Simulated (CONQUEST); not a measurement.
# Pb under changes of volume

One of the cells (40.672 Å³/atom); the others are scaled copies at fixed shape and fractional positions:

```xyz
4
Lattice="4.8635 0.0000 0.0000 0.0000 4.8635 0.0000 0.0000 0.0000 6.8780" Properties=species:S:1:pos:R:3 pbc="T T T"
Pb    0.0000    2.4317    5.1585
Pb    2.4317    0.0000    1.7195
Pb    0.0000    0.0000    0.0000
Pb    2.4317    2.4317    3.4390
```

This isn't the form of Pb at room conditions, which is fcc.

| Property | Result |
| --- | --- |
| Program | CONQUEST 1.3 |
| Functional | PBEsol |
| Potentials or basis | PseudoDojo NC PBEsol, DZP, grid of 48 × 48 × 72 points |
| k mesh | 6 × 6 × 4 |
| Occupations | fermi-dirac, width 0.05 eV |
| Spin | no spin polarisation |

```tsv
volume (Å³/atom)	energy over the lowest point (meV/atom)	pressure (GPa)
38.232	21.58	2.7
39.045	?	?
39.859	3.45	1.0
40.672	0.03	0.3
41.486	0.00	-0.3
42.299	3.09	-0.9
43.112	8.71	-1.3
```

What does the run at 39.045 Å³/atom give?

Energy over the lowest point 10.39 meV/atom; pressure 1.7 GPa.

Worked out: A Birch-Murnaghan fit of order 3 (a polynomial in V^(-2/3)) to the other rows has its minimum at 41.08 Å³/atom with B0 = V·E''(V) = 31 GPa and B' = 4.1. It gives 10.46 meV/atom at 39.045 Å³/atom, against the run's 10.39, and -dE/dV = 1.8 GPa, against 1.7.

Energies are extrapolated to zero smearing.

Caveats: the basis of atomic orbitals isn't converged, which shifts pressures, moduli and gaps; the real-space grid breaks the cell's symmetry a little.
